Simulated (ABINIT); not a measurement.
KF (Carobbiite):

```
K F
1.0
     0.00000    2.67185    2.67185
     2.67185    0.00000    2.67185
     2.67185    2.67185    0.00000
K F
1 1
Direct
  0.00000 0.00000 0.00000
  0.50000 0.50000 0.50000
```

Base run:

* Program: ABINIT 10.8.3 (patched build)
* Functional: PBEsol
* Potentials or basis: PseudoDojo NC SR PBE v0.4.1 standard
* Cutoff: 952 eV
* k mesh: 6 × 6 × 6
* Occupations: fixed
* Spin: no spin polarisation

Its results: band gap on the k mesh 6.04 eV, direct.

**Question.** The run is repeated on the same cell with these changes: functional from PBEsol to PBE0. What comes out?

**Answer.** Band gap on the k mesh 8.96 eV, direct.

PBE0 gives the wider gap, since exact exchange removes part of the self-interaction.

